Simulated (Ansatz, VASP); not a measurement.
**Os: VASP beside Ansatz**

File INCAR:

```
SYSTEM = Os
ALGO = Normal
EDIFF = 1E-6
EDIFFG = -0.01
ENCUT = 600
GGA = PE
IBRION = 2
ISIF = 3
ISMEAR = -1
LASPH = .True.
LCHARG = .False.
LREAL = .False.
LWAVE = .False.
NELM = 80
NSW = 80
PREC = Accurate
SIGMA = 0.1
```

Contents of KPOINTS:

```
k-points
0
Gamma
  14 14 14
  0 0 0
```

File POSCAR:

```
Os
1.0
    0.0000000000      1.9125401025      1.9125401025
    1.9125401025      0.0000000000      1.9125401025
    1.9125401025      1.9125401025      0.0000000000
Os
1
Direct
    0.0000000000      0.0000000000      0.0000000000
```

Input for Ansatz:

```yaml
crystal:
  lattice:
    - [0.0, 1.9125401025, 1.9125401025]
    - [1.9125401025, 0.0, 1.9125401025]
    - [1.9125401025, 1.9125401025, 0.0]
  atoms:
    - { symbol: Os, position: [0.0, 0.0, 0.0] }
hamiltonian:
  xc: pbe
  pseudopotentials:
    kind: paw
    azcp:
      Os: "pseudopotentials/Os.paw.azcp"
basis:
  ecutwfc: 420
  fft_grid_basis: typed
kpoints:
  mp_grid: { grid: [14, 14, 14], shift: [0, 0, 0] }
magnetization:
  spin_polarized: false
scf:
  occupations: { method: fermi_dirac, width: 0.1 }
relax:
  max_steps: 60
  f_tol: 0.01
  cell: {}
```

The cell was built by a generator and needn't be a form met in nature.

Alike in both runs: task relaxation of cell and atoms; functional PBE; k mesh 14 × 14 × 14; occupations fermi-dirac, width 0.1 eV; no spin polarisation.

|  | VASP | Ansatz |
| --- | --- | --- |
| version | VASP 6.6.1 | Ansatz 0.2.0 |
| potentials or method | VASP PAW PBE potentials, release 64 (Os) | plane waves (420 eV) with PAW, scalar-relativistic |
| plane-wave cutoff (eV) | 600 | 420 |
| valence electrons in the cell | 8 | 16 |

Ansatz gave:

| Item | Value |
| --- | --- |
| relaxed volume (Å³/atom) | 14.35 |
| relaxed cell length with the largest relative difference (Å) | 2.728 |
| energy change over the relaxation (meV/atom) | -11 |

Task: What did VASP give for the same quantities?

Result: Relaxed volume (Å³/atom): 14.35; relaxed cell length with the largest relative difference (Å): 2.728; energy change over the relaxation (meV/atom): -12.

The two sets of potentials don't hold the same shells in valence.

Spin-orbit coupling is left out, which matters for the levels of Os.
